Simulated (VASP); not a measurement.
The system is Se.

```xyz
3
Lattice="4.3552 0.0000 0.0000 -2.1776 3.7717 0.0000 0.0000 0.0000 4.9494" Properties=species:S:1:pos:R:3 pbc="T T T"
Se    1.7050    2.9532    2.4747
Se   -0.4725    0.8185    4.1245
Se    0.9451    0.0000    0.8249
```

Program: VASP 6.6.1. Alike in all runs: task band structure; cell as given; smearing gaussian 0.02 eV. Hardware: 1 thread of Intel(R) Xeon(R) Platinum 8259CL CPU @ 2.50GHz (Skylake/Cascade Lake) (shared host).

Problem. Order these runs on this cell by their wall time, lowest first.
A. level PBE; potentials or basis VASP PAW PBE potentials, release 64 (Se_GW); spin off; k mesh 8 × 8 × 6; cutoff (eV) 450
B. level PBE; potentials or basis VASP PAW PBE potentials, release 64 (Se); spin non-collinear, zero start, SOC; k mesh 8 × 8 × 6; cutoff (eV) 520
C. level PBE; potentials or basis VASP PAW PBE potentials, release 64 (Se); spin off; k mesh 4 × 4 × 4; cutoff (eV) 250
D. level TB-mBJ; potentials or basis VASP PAW PBE potentials, release 64 (Se); spin off; k mesh 8 × 8 × 6; cutoff (eV) 520

Solution. C (32 s), A (96 s), D (230 s), B (590 s).
